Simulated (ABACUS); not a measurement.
# TiAl (Pm-3m) in ABACUS: settings compared

One crystal, TiAl, is run at these levels: LDA, PBEsol; tasks: single point.

Everything below comes from runs of ABACUS 3.10.1. Logs are shortened: lines on timing, memory, paths and dates and some standing lists are left out, and cuts for length are marked.

### Step 1. The structure

The structure is cubic, space group Pm-3m (No. 221). The conventional cell has a = 3.179 Å, b = 3.179 Å, c = 3.179 Å, α = 90.00°, β = 90.00°, γ = 90.00°. Ti (site symmetry m-3m) has 8 Al at 2.75 Å as nearest neighbours. Al (site symmetry m-3m) is surrounded by 8 Ti at 2.75 Å.

The cell comes from a database or a generator and needn't be the stable form of this composition.

### Step 2. Single point, LDA

run_abacus.py reads:

```python
"""ABACUS run from a structure file: ASE reads it, the script writes STRU, KPT and INPUT."""
import re
import subprocess
from ase.io import read
from ase.units import Bohr

atoms = read("TiAl.cif")
atoms = atoms[(-atoms.numbers).argsort(kind="stable")]  # ABACUS lists atoms element by element
pseudo = {'Ti': 'Ti.upf', 'Al': 'Al.upf'}
orbital = {'Ti': 'Ti_confined-atom_7au_3s2p2d1f.orb', 'Al': 'Al_confined-atom_8au_2s2p1d.orb'}
magmoms = None
kmesh = [6, 6, 6]
params = {
    'suffix': 'TiAl',
    'calculation': 'scf',
    'basis_type': 'lcao',
    'pseudo_dir': './',
    'orbital_dir': './',
    'symmetry': 1,
    'dft_functional': 'pz',
    'ecutwfc': 100,
    'pseudo_rcut': 7,
    'nspin': 1,
    'nbands': 18,
    'ks_solver': 'genelpa',
    'smearing_method': 'fd',
    'smearing_sigma': 0.00367493,
    'scf_thr': 1e-07,
    'scf_nmax': 100,
    'mixing_type': 'broyden',
    'mixing_beta': 0.7,
    'cal_force': 1,
    'cal_stress': 1,
    'out_mul': 1,
    'out_chg': 1,
    'out_pot': 2,
    'out_elf': 1,
}

symbols = atoms.get_chemical_symbols()
elements = list(dict.fromkeys(symbols))
lines = ["ATOMIC_SPECIES"] + [f"{e} {atoms.get_masses()[symbols.index(e)]:.4f} {pseudo[e]}" for e in elements]
if orbital:
    lines += ["", "NUMERICAL_ORBITAL"] + [orbital[e] for e in elements]
lines += ["", "LATTICE_CONSTANT", f"{1 / Bohr:.10f}", "", "LATTICE_VECTORS"]
lines += [" ".join(f"{x:.10f}" for x in v) for v in atoms.cell]
lines += ["", "ATOMIC_POSITIONS", "Direct"]
for e in elements:
    lines += ["", e, "0.0", str(symbols.count(e))]
    for i, p in enumerate(atoms.get_scaled_positions(wrap=False)):
        if symbols[i] == e:
            mag = "" if magmoms is None else " mag " + " ".join(str(x) for x in (magmoms[i] if isinstance(magmoms[i], list) else [magmoms[i]]))
            lines.append(" ".join(f"{x:.10f}" for x in p) + " 1 1 1" + mag)
open("STRU", "w").write("\n".join(lines) + "\n")
open("KPT", "w").write("K_POINTS\n0\nGamma\n%d %d %d 0 0 0\n" % tuple(kmesh))
open("INPUT", "w").write("INPUT_PARAMETERS\n" + "".join(f"{k:<20s}{v}\n" for k, v in params.items()))

done = subprocess.run(['mpirun', '-np', '4', 'abacus'])
if done.returncode:
    raise SystemExit(done.returncode)
log = open("OUT.TiAl/running_scf.log").read()
print("final energy (eV):", re.findall(r"FINAL_ETOT_IS (\S+)", log))
```

TiAl.cif reads:

```cif
data_TiAl
_cell_length_a 3.17906400
_cell_length_b 3.17906400
_cell_length_c 3.17906400
_cell_angle_alpha 90.00000000
_cell_angle_beta 90.00000000
_cell_angle_gamma 90.00000000
_space_group_name_H-M_alt 'P1'
_space_group_name_Hall 'P 1'
_space_group_IT_number 1
loop_
_space_group_symop_operation_xyz
'x,y,z'
loop_
_atom_site_label
_atom_site_type_symbol
_atom_site_symmetry_multiplicity
_atom_site_Wyckoff_symbol
_atom_site_fract_x
_atom_site_fract_y
_atom_site_fract_z
_atom_site_occupancy
Ti1 Ti 1 a 0.0000000000 0.0000000000 0.0000000000 1
Al1 Al 1 a 0.5000000000 0.5000000000 0.5000000000 1
```

Potentials or basis: PseudoDojo NC SR 0.4.1 PBE standard, DZP LCAO (the cutoffs set its grid).

On the command line:

```sh
> OMP_NUM_THREADS=1 python run_abacus.py > log
```

running log:

```text
ABACUS v3.10.1

               Atomic-orbital Based Ab-initio Computation at UStc

 ------------------------------------------------------------------------------------

 READING GENERAL INFORMATION
                           global_out_dir = OUT.TiAl/
                           global_in_card = INPUT
                               pseudo_dir = ./
                              orbital_dir = ./
                                    DSIZE = 4
                                    GSIZE = 1

 READING UNITCELL INFORMATION
                                    ntype = 2
                  lattice constant (Bohr) = 1.88973
              lattice constant (Angstrom) = 1

 READING ATOM TYPE 1
                               atom label = Ti
                      L=0, number of zeta = 3
                      L=1, number of zeta = 2
                      L=2, number of zeta = 2
                      L=3, number of zeta = 1
             number of atom for this type = 1

 READING ATOM TYPE 2
                               atom label = Al
                      L=0, number of zeta = 2
                      L=1, number of zeta = 2
                      L=2, number of zeta = 1
             number of atom for this type = 1

                        TOTAL ATOM NUMBER = 2
DIRECT COORDINATES
    atom                   x                   y                   z     mag                  vx                  vy                  vz
taud_Ti1            0.0000000000        0.0000000000        0.0000000000  0.0000        0.0000000000        0.0000000000        0.0000000000
taud_Al1            0.5000000000        0.5000000000        0.5000000000  0.0000        0.0000000000        0.0000000000        0.0000000000

                          Volume (Bohr^3) = 216.818
                             Volume (A^3) = 32.129

 Lattice vectors: (Cartesian coordinate: in unit of a_0)
             +3.17906                  +0                  +0
                   +0            +3.17906                  +0
                   +0                  +0            +3.17906
 Reciprocal vectors: (Cartesian coordinate: in unit of 2 pi/a_0)
            +0.314558                  -0                  +0
                   -0           +0.314558                  -0
                   +0                  -0           +0.314558
 The esolver type has been set to : ksdft_lcao

                PAO radial cut off (Bohr) = 7

 Read in pseudopotential file is Ti.upf
                     pseudopotential type = NC
          exchange-correlation functional = PBE
                 nonlocal core correction = 1
                        valence electrons = 12
                                     lmax = 2
                           number of zeta = 4
                     number of projectors = 6
[... 183 lines left out ...]
                     search radius (Bohr) = 19.6
              searching radius is (Bohr)) = 19.6
         searching radius unit is (Bohr)) = 1.89
                         PeriodicBoundary = 1
                        Radius(unit:lat0) = 10.4
                                   glayer = [ 5, 5, 5 ]
                             glayer_minus = [ 4, 4, 4 ]

Find the coordinate range of the input atom(unit:lat0).
                                  min_tau = [ -12.7, -12.7, -12.7 ]
                                  max_tau = [ 14.3, 14.3, 14.3 ]
                                BoxNumber = [ 9, 9, 9 ]

 SETUP EXTENDED REAL SPACE GRID FOR GRID INTEGRATION
                          real space grid = [ 40, 40, 40 ]
                 big cell numbers in grid = [ 8, 8, 8 ]
             meshcell numbers in big cell = [ 5, 5, 5 ]
                        extended fft grid = [ 11, 11, 11 ]
                dimension of extened grid = [ 31, 31, 31 ]
                            UnitCellTotal = 125
              Atom number in sub-FFT-grid = 2
    Local orbitals number in sub-FFT-grid = 39
                                ParaV.nnr = 30466
                                 init_chg = atomic

 LCAO ALGORITHM --------------- ION=   1  ELEC=   1--------------------------------

 Density error is 0.071006023197
----------------------------------------------------------
     Energy           Rydberg                 eV
----------------------------------------------------------
 E_KohnSham     -123.1096752451      -1674.9930622623
 E_Harris       -125.2486175651      -1704.0948655082
 E_Fermi        0.8684803365         11.8162811778
----------------------------------------------------------
[... 69 lines left out ...]
 Density error is 5.65879127852e-08
----------------------------------------------------------
     Energy           Rydberg                 eV
----------------------------------------------------------
 E_KohnSham     -123.1321348397      -1675.2986407246
 E_KS(sigma->0) -123.1314130406      -1675.2888201442
 E_Harris       -123.1321373453      -1675.2986748144
 E_band         -11.9222256102       -162.2102011398
 E_one_elec     -53.3391511081       -725.7163815536
 E_Hartree      31.5068750833        428.6730273070
 E_xc           -19.4272595501       -264.3214264057
 E_Ewald        -81.8711556667       -1113.9142189115
 E_entropy(-TS) -0.0014435982        -0.0196411609
 E_descf        0.0000000000         0.0000000000
 E_exx          0.0000000000         0.0000000000
 E_Fermi        0.8350230212         11.3610710494
----------------------------------------------------------

 charge density convergence is achieved
 final etot is -1675.2986407 eV
 EFERMI = 11.361071049 eV
The vacuum level is 1.868412673 eV

 STATE ENERGY(eV) AND OCCUPATIONS    NSPIN == 1
 1/20 kpoint (Cartesian) = 0.0000 0.0000 0.0000 (933 pws)
       1       -45.2524     0.00925926
       2       -21.5345     0.00925926
       3       -21.5345     0.00925926
       4       -21.5345     0.00925926
       5        2.08981     0.00925926
       6        9.92052     0.00925926
[... 98 lines left out ...]
       5        4.14588       0.222222
       6        8.30038       0.222222
[... 10 lines left out ...]
      17        24.1395        0.00000
      18        27.1006        0.00000

[... levels at 14 further k points ...]

 correction force for each atom along direction 1 is 1.13452e-15
 correction force for each atom along direction 2 is 6.64241e-15
 correction force for each atom along direction 3 is -1.10280e-14
------------------------------------------------------------------------------------------
 TOTAL-FORCE (eV/Angstrom)
------------------------------------------------------------------------------------------
                       Ti1         0.0000000000         0.0000000000         0.0000000000
                       Al1         0.0000000000         0.0000000000         0.0000000000
------------------------------------------------------------------------------------------

----------------------------------------------------------------
 TOTAL-STRESS (KBAR)
----------------------------------------------------------------
       -34.3594967307        -0.0000000000         0.0000000000
        -0.0000000000       -34.3594967307         0.0000000000
         0.0000000000         0.0000000000       -34.3594967307
----------------------------------------------------------------
 TOTAL-PRESSURE: -34.359497 KBAR

 --------------------------------------------
 !FINAL_ETOT_IS -1675.2986407246380622 eV
 --------------------------------------------
```

INPUT:

```text
INPUT_PARAMETERS
suffix              TiAl
calculation         scf
basis_type          lcao
pseudo_dir          ./
orbital_dir         ./
symmetry            1
dft_functional      pz
ecutwfc             100
pseudo_rcut         7
nspin               1
nbands              18
ks_solver           genelpa
smearing_method     fd
smearing_sigma      0.00367493
scf_thr             1e-07
scf_nmax            100
mixing_type         broyden
mixing_beta         0.7
cal_force           1
cal_stress          1
out_mul             1
out_chg             1
out_pot             2
out_elf             1
```

Run time: 3.7 s. Hardware: 4 MPI ranks of AMD EPYC 9R45 (Zen 5), shared host; peak memory 0.48 GiB.

What came out:

- Free energy: -1675.2986 eV
- Pressure: -3.4 GPa
- Band gap on the k mesh: none (metal or under the smearing width)
- Mulliken charges: Ti -0.11; Al +0.11 e

Caveat: the atomic orbitals were generated for these runs and aren't a published set; Mulliken charges move with the basis; the potentials were made for another functional, which shifts forces and pressure; the basis of atomic orbitals isn't converged, which shifts pressures, moduli and gaps.

### Step 3. Single point, PBEsol

Edit run_abacus.py of step 2 so:

```diff
@@ -19,3 +19,3 @@
     'symmetry': 1,
-    'dft_functional': 'pz',
+    'dft_functional': 'pbesol',
     'ecutwfc': 100,
@@ -35,4 +35,2 @@
     'out_chg': 1,
-    'out_pot': 2,
-    'out_elf': 1,
 }
```

TiAl.cif is that of step 2.

Potentials or basis: PseudoDojo NC SR 0.4.1 PBE standard, DZP LCAO (the cutoffs set its grid).

On the command line:

```sh
> OMP_NUM_THREADS=1 python run_abacus.py > log
```

Run time: 3.5 s. Hardware: 4 MPI ranks of AMD EPYC 9R45 (Zen 5), shared host; peak memory 0.48 GiB.

It converged, with:

```
Free energy            : -1676.0686 eV
Pressure               : -1.4 GPa
Band gap on the k mesh : none (metal or under the smearing width)
Mulliken charges       : Ti -0.02; Al +0.02 e
```

Levels at points of the mesh, in eV from the Fermi level:
```csv
k point,band 3,band 4,band 5,band 6,band 7,band 8,band 9,band 10,band 11,band 12
"(0.00, 0.00, 0.00)",-33.00,-33.00,-9.30,-1.45,-1.45,1.81,1.81,1.81,4.39,4.39
"(0.50, 0.00, 0.00)",-32.99,-32.99,-6.05,-5.25,-0.56,0.14,0.14,2.06,3.05,6.52
"(0.50, 0.50, 0.00)",-33.15,-32.97,-5.03,-2.14,-2.14,-1.51,0.69,0.69,2.80,4.73
"(0.50, 0.50, 0.50)",-33.13,-33.13,-3.14,-3.14,-3.14,0.61,2.86,2.86,2.86,2.86
```

Caveat: the atomic orbitals were generated for these runs and aren't a published set; Mulliken charges move with the basis; the potentials were made for another functional, which shifts forces and pressure; the basis of atomic orbitals isn't converged, which shifts pressures, moduli and gaps.
